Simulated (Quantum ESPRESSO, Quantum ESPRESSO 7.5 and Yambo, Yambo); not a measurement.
# Beyond one shot: MgO (Fm-3m)

How far does self-consistency move the gap of MgO (Fm-3m)?

Method: PBE and many-body steps on it, plane waves, in Quantum ESPRESSO 7.5 and Yambo 5.3.0.

**Experimental background.**

- Gap 7.83 eV: literature experimental gap; bulk crystal (quoted in “Electronic structure of alkaline earth and post-transition metal oxides”, 2009, arxiv:0908.1581).

This is a report of a sequence of runs, with most program output left out.

### Step 1. Starting point

Symmetry: Fm-3m, No. 225, cubic system. The conventional cell has a = 4.194 Å, b = 4.194 Å, c = 4.194 Å, α = 90.00°, β = 90.00°, γ = 90.00°. Mg has 6 O at 2.10 Å nearest. Nearest to O lie 6 Mg at 2.10 Å. Farther neighbours and most contacts between anions are not listed.

The cell and positions are those that the Materials Project relaxed with its own functionals (PBE, PBE+U or r2SCAN), kept fixed.

### Step 2. Empty states on the mesh, 4×4×4 mesh, 84 bands

This step: Quantum ESPRESSO 7.5; DFT, PBE, plane waves, norm-conserving pseudopotentials.

The sums over transitions need many empty states on a uniform mesh; this step solves for them.

The input, pw.in:

```
&control
  calculation = 'nscf'
  prefix = 'x'
  outdir = 'o'
  pseudo_dir = 'pseudo'
/
&system
  ibrav = 0
  nat = 2
  ntyp = 2
  ecutwfc = 76.0
  nbnd = 84
  force_symmorphic = .true.
/
&electrons
  conv_thr = 1e-9
  electron_maxstep = 80
  diago_full_acc = .true.
  diago_thr_init = 5e-6
/
ATOMIC_SPECIES
  Mg 24.305 Mg.upf
  O 15.999 O.upf
CELL_PARAMETERS angstrom
  -0.0000000000 2.0970013927 2.0970013927
  2.0970013927 -0.0000000000 2.0970013927
  2.0970013927 2.0970013927 -0.0000000000
ATOMIC_POSITIONS crystal
  Mg 0.0000000000 0.0000000000 0.0000000000
  O 0.5000000000 0.5000000000 0.5000000000
K_POINTS automatic
  4 4 4 0 0 0
```

On the command line:

```sh
$ OMP_NUM_THREADS=1 mpirun -n 4 pw.x -nk 4 -in pw.in > pw.out
```

The job ended after 1.9 s (4 MPI ranks of Arm Neoverse V1, shared host; peak memory 0.05 GiB).

This step gave:

- gap: 4.895 eV
- k of the valence top: 0, 0, 0
- k of the conduction bottom: 0, 0, 0
- least direct gap: 4.895 eV
- k points computed: 8
- lowest point of the top converged band, above the valence top: 135.4117 eV

On this mesh the gap is 4.895 eV.

The density comes from a self-consistent run that is not shown.

### Step 3. Conversion and set-up

This step: Yambo 5.3.0; conversion and set-up on PBE, plane waves, norm-conserving pseudopotentials.

The states are converted to the many-body program's format and the q mesh is built.

On the command line:

```sh
$ (cd o/x.save; p2y > p2y.log; mv SAVE ../..); yambo > setup.log
```

Elapsed: 1.6 s, on 1 MPI rank; peak memory 0.24 GiB.

### Step 4. G0W0

Now the one-shot GW correction: screening in the RPA, then the self-energy of the levels asked for.

This step: G0W0 on PBE, plane waves, norm-conserving pseudopotentials.

The input, gw1.in:

```
HF_and_locXC
gw0
dyson
ppa
em1d
rim_cut
RandQpts= 1000000
RandGvec= 1 RL
EXXRLvcs= 76 Ry
VXCRLvcs= 304 Ry
Chimod= "HARTREE"
% BndsRnXp
 1 | 84 |
%
NGsBlkXp= 15.5 Ry
% LongDrXp
 1 | 1 | 1 |
%
% GbndRnge
 1 | 84 |
%
DysSolver= "n"
ExtendOut
PPAPntXp= 27.21138 eV
% QPkrange
 1 | 8 | 6 | 12 |
%
```

On the command line:

```sh
$ OMP_NUM_THREADS=1 mpirun -n 4 yambo -F gw1.in -J gw1 -C gw1 > gw1.log
```

It took 98 s on 4 MPI ranks; peak memory 1.2 GiB; 6.4 min of CPU time.

Numbers from this step:

```yaml
g0w0_gap_on_the_mesh: 7.162 eV
starting_gap_on_the_mesh: 4.895 eV
k_of_the_valence_top: 0, 0, 0
k_of_the_conduction_bottom: 0, 0, 0
least_direct_g0w0_gap_on_the_computed_points: 7.162 eV
z_at_the_valence_top: 0.8023
z_at_the_conduction_bottom: 0.8506
```

The gap on the mesh goes from 4.89 eV to 7.16 eV, a correction of +2.27 eV.

### Step 5. evGW0, cycle 1

This step: evGW0 on PBE, plane waves, norm-conserving pseudopotentials.

gw2.in, as its differences from gw1.in of step 4:

```diff
@@ -27 +27,2 @@
 %
+GfnQPdb= "E < ./gw1/ndb.QP"
```

On the command line:

```sh
$ OMP_NUM_THREADS=1 mpirun -n 4 yambo -F gw2.in -J gw2,gw1_W -C gw2 > gw2.log
```

Wall time 86 s (4 MPI ranks); peak memory 1.2 GiB; 5.7 min of CPU time.

Numbers from this step:

```yaml
quasiparticle_gap_on_the_mesh: 7.414 eV
gap_of_the_density_functional_on_the_mesh: 4.895 eV
k_of_the_valence_top: 0, 0, 0
k_of_the_conduction_bottom: 0, 0, 0
least_direct_quasiparticle_gap_on_the_computed_points: 7.414 eV
z_at_the_valence_top: 0.8073
z_at_the_conduction_bottom: 0.8671
```

Against G0W0 in Yambo (4×4×4 mesh, 84 bands, screening to 210.9 eV, Godby-Needs plasmon pole), the gap moves by +0.253 eV.

The program's own table gives 7.716 eV, which is too large where the input levels are shifted: this version takes Σc at the unshifted level E₀, yet steps from the shifted one. The value above is the Newton step from E₀, E₀ + Z(Σc + Σx − Vxc), rebuilt from the printed columns.

### Step 6. evGW0, cycle 2

The corrected levels of the last cycle go back in.

gw3.in, as its differences from gw2.in of step 5:

```diff
@@ -27,2 +27,2 @@
 %
-GfnQPdb= "E < ./gw1/ndb.QP"
+GfnQPdb= "E < ./gw2_fix/ndb.QP"
```

On the command line:

```sh
$ OMP_NUM_THREADS=1 mpirun -n 4 yambo -F gw3.in -J gw3,gw1_W -C gw3 > gw3.log
```

Elapsed: 87 s, on 4 MPI ranks; peak memory 1.2 GiB.

This step gave:

* quasiparticle gap on the mesh: 7.442 eV
* gap of the density functional on the mesh: 4.895 eV
* k of the valence top: 0, 0, 0
* k of the conduction bottom: 0, 0, 0
* least direct quasiparticle gap on the computed points: 7.442 eV

Against the cycle before, the gap moves by +0.027 eV.

The program's own table gives 7.772 eV, which is too large where the input levels are shifted: this version takes Σc at the unshifted level E₀, yet steps from the shifted one. The value above is the Newton step from E₀, E₀ + Z(Σc + Σx − Vxc), rebuilt from the printed columns.

### Step 7. evGW0, cycle 3

gw4.in, as its differences from gw3.in of step 6:

```diff
@@ -27,2 +27,2 @@
 %
-GfnQPdb= "E < ./gw2_fix/ndb.QP"
+GfnQPdb= "E < ./gw3_fix/ndb.QP"
```

On the command line:

```sh
$ OMP_NUM_THREADS=1 mpirun -n 4 yambo -F gw4.in -J gw4,gw1_W -C gw4 > gw4.log
```

It took 87 s on 4 MPI ranks; peak memory 1.2 GiB.

Numbers from this step:

```
quasiparticle gap on the mesh                         : 7.445 eV
gap of the density functional on the mesh             : 4.895 eV
k of the valence top                                  : 0, 0, 0
k of the conduction bottom                            : 0, 0, 0
least direct quasiparticle gap on the computed points : 7.445 eV
```

Against the cycle before, the gap moves by +0.003 eV.

The program's own table gives 7.778 eV, which is too large where the input levels are shifted: this version takes Σc at the unshifted level E₀, yet steps from the shifted one. The value above is the Newton step from E₀, E₀ + Z(Σc + Σx − Vxc), rebuilt from the printed columns.

### Step 8. evGW, cycle 1

This step: evGW on PBE, plane waves, norm-conserving pseudopotentials.

gw5.in, as its differences from gw4.in of step 7:

```diff
@@ -27,2 +27,3 @@
 %
-GfnQPdb= "E < ./gw3_fix/ndb.QP"
+GfnQPdb= "E < ./gw1/ndb.QP"
+XfnQPdb= "E < ./gw1/ndb.QP"
```

On the command line:

```sh
$ OMP_NUM_THREADS=1 mpirun -n 4 yambo -F gw5.in -J gw5 -C gw5 > gw5.log
```

Elapsed: 99 s, on 4 MPI ranks; peak memory 1.2 GiB.

Numbers from this step:

```yaml
quasiparticle_gap_on_the_mesh: 7.900 eV
gap_of_the_density_functional_on_the_mesh: 4.895 eV
k_of_the_valence_top: 0, 0, 0
k_of_the_conduction_bottom: 0, 0, 0
least_direct_quasiparticle_gap_on_the_computed_points: 7.900 eV
```

Against G0W0 in Yambo (4×4×4 mesh, 84 bands, screening to 210.9 eV, Godby-Needs plasmon pole), the gap moves by +0.738 eV.

The program's own table gives 8.165 eV, which is too large where the input levels are shifted: this version takes Σc at the unshifted level E₀, yet steps from the shifted one. The value above is the Newton step from E₀, E₀ + Z(Σc + Σx − Vxc), rebuilt from the printed columns.

### Step 9. evGW, cycle 2

gw6.in, as its differences from gw5.in of step 8:

```diff
@@ -27,3 +27,3 @@
 %
-GfnQPdb= "E < ./gw1/ndb.QP"
-XfnQPdb= "E < ./gw1/ndb.QP"
+GfnQPdb= "E < ./gw5_fix/ndb.QP"
+XfnQPdb= "E < ./gw5_fix/ndb.QP"
```

On the command line:

```sh
$ OMP_NUM_THREADS=1 mpirun -n 4 yambo -F gw6.in -J gw6 -C gw6 > gw6.log
```

Run time: 99 s. Hardware: 4 MPI ranks; peak memory 1.2 GiB; 6.5 min of CPU time.

Numbers from this step:

| Quantity | Value |
| --- | --- |
| quasiparticle gap on the mesh | 8.106 eV |
| gap of the density functional on the mesh | 4.895 eV |
| k of the valence top | 0, 0, 0 |
| k of the conduction bottom | 0, 0, 0 |
| least direct quasiparticle gap on the computed points | 8.106 eV |

Against the cycle before, the gap moves by +0.206 eV.

The program's own table gives 8.433 eV, which is too large where the input levels are shifted: this version takes Σc at the unshifted level E₀, yet steps from the shifted one. The value above is the Newton step from E₀, E₀ + Z(Σc + Σx − Vxc), rebuilt from the printed columns.

### Step 10. evGW, cycle 3

gw7.in, as its differences from gw6.in of step 9:

```diff
@@ -27,3 +27,3 @@
 %
-GfnQPdb= "E < ./gw5_fix/ndb.QP"
-XfnQPdb= "E < ./gw5_fix/ndb.QP"
+GfnQPdb= "E < ./gw6_fix/ndb.QP"
+XfnQPdb= "E < ./gw6_fix/ndb.QP"
```

On the command line:

```sh
$ OMP_NUM_THREADS=1 mpirun -n 4 yambo -F gw7.in -J gw7 -C gw7 > gw7.log
```

It took 99 s on 4 MPI ranks; peak memory 1.2 GiB; 6.5 min of CPU time.

This step gave:

```
quasiparticle gap on the mesh                         : 8.159 eV
gap of the density functional on the mesh             : 4.895 eV
k of the valence top                                  : 0, 0, 0
k of the conduction bottom                            : 0, 0, 0
least direct quasiparticle gap on the computed points : 8.159 eV
```

Against the cycle before, the gap moves by +0.053 eV.

The program's own table gives 8.502 eV, which is too large where the input levels are shifted: this version takes Σc at the unshifted level E₀, yet steps from the shifted one. The value above is the Newton step from E₀, E₀ + Z(Σc + Σx − Vxc), rebuilt from the printed columns.

### Step 11. evGW, cycle 4

gw8.in, as its differences from gw7.in of step 10:

```diff
@@ -27,3 +27,3 @@
 %
-GfnQPdb= "E < ./gw6_fix/ndb.QP"
-XfnQPdb= "E < ./gw6_fix/ndb.QP"
+GfnQPdb= "E < ./gw7_fix/ndb.QP"
+XfnQPdb= "E < ./gw7_fix/ndb.QP"
```

On the command line:

```sh
$ OMP_NUM_THREADS=1 mpirun -n 4 yambo -F gw8.in -J gw8 -C gw8 > gw8.log
```

It took 99 s on 4 MPI ranks; peak memory 1.2 GiB; 6.5 min of CPU time.

This step gave:

| Property | Result |
| --- | --- |
| quasiparticle gap on the mesh | 8.173 eV |
| gap of the density functional on the mesh | 4.895 eV |
| k of the valence top | 0, 0, 0 |
| k of the conduction bottom | 0, 0, 0 |
| least direct quasiparticle gap on the computed points | 8.173 eV |

Against the cycle before, the gap moves by +0.014 eV.

The program's own table gives 8.520 eV, which is too large where the input levels are shifted: this version takes Σc at the unshifted level E₀, yet steps from the shifted one. The value above is the Newton step from E₀, E₀ + Z(Σc + Σx − Vxc), rebuilt from the printed columns.

### Step 12. evGW, cycle 5

gw9.in, as its differences from gw8.in of step 11:

```diff
@@ -27,3 +27,3 @@
 %
-GfnQPdb= "E < ./gw7_fix/ndb.QP"
-XfnQPdb= "E < ./gw7_fix/ndb.QP"
+GfnQPdb= "E < ./gw8_fix/ndb.QP"
+XfnQPdb= "E < ./gw8_fix/ndb.QP"
```

On the command line:

```sh
$ OMP_NUM_THREADS=1 mpirun -n 4 yambo -F gw9.in -J gw9 -C gw9 > gw9.log
```

Elapsed: 99 s, on 4 MPI ranks; peak memory 1.2 GiB; 6.5 min of CPU time.

Numbers from this step:

```yaml
quasiparticle_gap_on_the_mesh: 8.176 eV
gap_of_the_density_functional_on_the_mesh: 4.895 eV
k_of_the_valence_top: 0, 0, 0
k_of_the_conduction_bottom: 0, 0, 0
least_direct_quasiparticle_gap_on_the_computed_points: 8.176 eV
```

Against the cycle before, the gap moves by +0.003 eV.

The program's own table gives 8.524 eV, which is too large where the input levels are shifted: this version takes Σc at the unshifted level E₀, yet steps from the shifted one. The value above is the Newton step from E₀, E₀ + Z(Σc + Σx − Vxc), rebuilt from the printed columns.

### Step 13. The runs together

Times are wall times on 4 MPI ranks of Arm Neoverse V1, shared host, good to a factor of about two.

```
           run   mesh  bands  screening cutoff (eV)  DFT gap (eV)  gap on the mesh (eV)  direct (eV)  time
          G0W0  4×4×4     84                  210.9         4.895                 7.162        7.162  98 s
evGW0, cycle 1  4×4×4     84                  210.9         4.895                 7.414        7.414  86 s
evGW0, cycle 2  4×4×4     84                  210.9         4.895                 7.442        7.442  87 s
evGW0, cycle 3  4×4×4     84                  210.9         4.895                 7.445        7.445  87 s
 evGW, cycle 1  4×4×4     84                  210.9         4.895                 7.900        7.900  99 s
 evGW, cycle 2  4×4×4     84                  210.9         4.895                 8.106        8.106  99 s
 evGW, cycle 3  4×4×4     84                  210.9         4.895                 8.159        8.159  99 s
 evGW, cycle 4  4×4×4     84                  210.9         4.895                 8.173        8.173  99 s
 evGW, cycle 5  4×4×4     84                  210.9         4.895                 8.176        8.176  99 s
```

### Step 14. Results

| Quantity | Value |
| --- | --- |
| G0W0 | 7.162 eV |
| evGW0, cycle 1 | 7.414 eV |
| evGW0, cycle 2 | 7.442 eV |
| evGW0, cycle 3 | 7.445 eV |
| evGW, cycle 1 | 7.900 eV |
| evGW, cycle 2 | 8.106 eV |
| evGW, cycle 3 | 8.159 eV |
| evGW, cycle 4 | 8.173 eV |
| evGW, cycle 5 | 8.176 eV |
| known limits | not at the basis limit; coarse k mesh |

What this shows: evGW0 ends at 7.44 eV, +0.28 eV from G0W0, after 3 cycles that took 4.3 min beside the first screening; the last moved the gap by 0.003 eV. evGW ends at 8.18 eV, +1.01 eV from G0W0, after 5 cycles that took 8.2 min beside the first screening; the last moved the gap by 0.003 eV. Against experiment, by evGW, cycle 5: the gap of 8.18 eV lies +0.35 eV from the measured 7.83 eV (kind not stated, quoted 2009). These are gaps on the mesh, at modest bands and cutoff. The calculation has static nuclei and no excitons; a measured gap holds zero-point and thermal motion, which mostly lowers it. Bands and cutoff are finite, so the gap is not at the basis limit. The miss can reach some tenths of an eV and take either sign; the mesh is an error of its own. The 4×4×4 mesh is coarse for this cell, which bears on the long-range parts of exchange and screening.

[Paths, hosts, dates, memory and timing lines, banners, echoed tables and standing remarks are left out of the program output.]

[Logs are printed without paths, hosts, clocks, repeated set-up lines and the standing remarks that a program may print on its own settings, such as how far it seeks lower states.]

[Runs of the session that timed out or met a known fault of the program may be left out.]

[Hosts, paths, dates, database ids (printed as entryN), source tags and the programs' standing remarks are cut or masked in the printed files.]
